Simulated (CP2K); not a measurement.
**TePt in CP2K: the effect of functional**

The system is TePt.

```
Pt Te
1.0
     3.96313    0.00000    0.00000
    -1.98157    3.43217    0.00000
    -1.98157   -1.14406    6.66103
Pt Te
2 2
Direct
  0.25933 0.12967 0.38900
  0.74067 0.87033 0.61100
  0.80400 0.40200 0.20600
  0.19600 0.59800 0.79400
```

Alike in all runs:

| Item | Value |
| --- | --- |
| Program | CP2K 2026.2 |
| Task | single point |
| Potentials or basis | POTENTIAL_UZH Pt GTH-PBE-q18, Te GTH-PBE-q6; TZVP-MOLOPT-PBE-GTH basis |
| Density cutoff | 9184 eV |
| k mesh | 8 × 8 × 8 |
| Occupations | fermi-dirac, width 0.05 eV |
| Spin | no spin polarisation |

Question: One run gave: pressure 3.3 GPa; largest force 0.67 eV/Å. Which functional did it use?
A. TASK
B. LDA
C. PBEsol

Answer: C.

```csv
functional,pressure (GPa),largest force (eV/Å)
LDA,1.8,0.73
PBEsol,3.3,0.67
TASK,7.4,0.25
```

Caveats: the potentials were made for another functional, which shifts forces and pressure; the basis of atomic orbitals isn't converged, which shifts pressures, moduli and gaps.
